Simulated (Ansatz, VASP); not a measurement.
# B: VASP beside Ansatz

```
B
1.0
     1.74030    0.00000    0.00000
    -0.87015    1.50714    0.00000
     0.00000    0.00000   14.23287
B
4
Direct
  0.00000 0.00000 0.00000
  0.00000 0.00000 0.50000
  0.33333 0.66667 0.25000
  0.66667 0.33333 0.75000
```

Alike in both runs: task single point; functional LDA; k mesh 24 × 24 × 3; occupations fermi-dirac, width 0.1 eV; no spin polarisation.

|  | VASP | Ansatz |
| --- | --- | --- |
| version | VASP 6.6.1 | Ansatz 0.2.0 |
| potentials or method | VASP PAW LDA potentials, release 64 (B) | plane waves (420 eV) with PAW, scalar-relativistic |
| plane-wave cutoff (eV) | 520 | 420 |
| valence electrons in the cell | 12 | 12 |

|  | VASP | Ansatz | Ansatz less VASP |
| --- | --- | --- | --- |
| pressure (GPa) | -13.8 | -13.9 | -0.05 |
| largest component of the traceless stress (GPa) | 12.72 | 12.87 | +0.155 |

Ansatz warned: «pseudo_functional_mismatch».
